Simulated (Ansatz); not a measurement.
**TiAl₃: energy along a strain**

TiAl₃, I4/mmm, a = 3.816 Å, c = 8.554 Å. Ansatz: PBEsol, PAW, 420 eV, Γ-centred 18×18×18 mesh on 4 atoms, Gaussian smearing 0.15 eV; no spin polarisation. Cell vectors (Å): -1.908 1.908 4.277; 1.908 -1.908 4.277; 1.908 1.908 -4.277. The cell is strained by x per cent times the pattern (0 1 0 0 0 0) in the order xx yy zz yz xz xy (engineering shears), with fractional coordinates held. y is the free energy over the start, V0 = 15.567 Å³/atom.

| x (%) | y (meV/atom) |
| --- | --- |
| -4.00 | ? |
| -3.00 | 9.28 |
| -2.00 | 4.10 |
| 0.00 | 0.00 |
| 1.00 | 0.93 |
| 2.00 | 3.75 |
| 3.00 | 8.39 |
| 4.00 | 14.77 |

Q: Fit y = c1 x + c2 x² + c3 x³ to the other rows, get the stiffness along the pattern, and predict the missing energy.

A: Least squares on the rows shown. y = −0.038724 x + 0.98158 x² − 0.012189 x³. The clamped-ion stiffness p·C·p = 2 × 9.816 eV × 160.2 / 15.567 Å³ = 202 GPa, which is C22 in these axes; c1 is there for the stress left in the start, which by itself gives a slope of -0.04 meV/atom per %. At x = -4.00 the fit asked for gives 16.64 meV/atom. The run gave 16.62 meV/atom, so the fit is 0.02 meV/atom too high, a small miss on the scale of the series.

Cost: 8 runs of about 2.9 core-minutes in all, on Intel Xeon 6975P-C (Granite Rapids) (shared hosts).